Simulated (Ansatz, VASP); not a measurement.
**K in VASP and in Ansatz**

```
CELL_PARAMETERS angstrom
-2.64249 2.64249 2.64249
2.64249 -2.64249 2.64249
2.64249 2.64249 -2.64249
ATOMIC_POSITIONS crystal
K 0.00000 0.00000 0.00000
```

Change from the starting cell: volume scaled by 0.94.

Alike in both runs: task single point; functional PBE; k mesh 7 × 7 × 7; occupations fermi-dirac, width 0.05 eV; no spin polarisation.

```csv
,VASP,Ansatz
version,VASP 6.6.1,Ansatz 0.2.0
potentials or method,"VASP PAW PBE potentials, release 64 (K_sv)",Ansatz PAW
plane-wave cutoff (eV),520,420
valence electrons in the cell,9,9
```

|  | VASP | Ansatz | Ansatz less VASP |
| --- | --- | --- | --- |
| gap on the k mesh at the Fermi level (eV) | none | none | - |
| pressure (GPa) | 0.0 | 0.0 | +0.01 |

A gap of «none» marks a metal or a gap that the smearing closes.
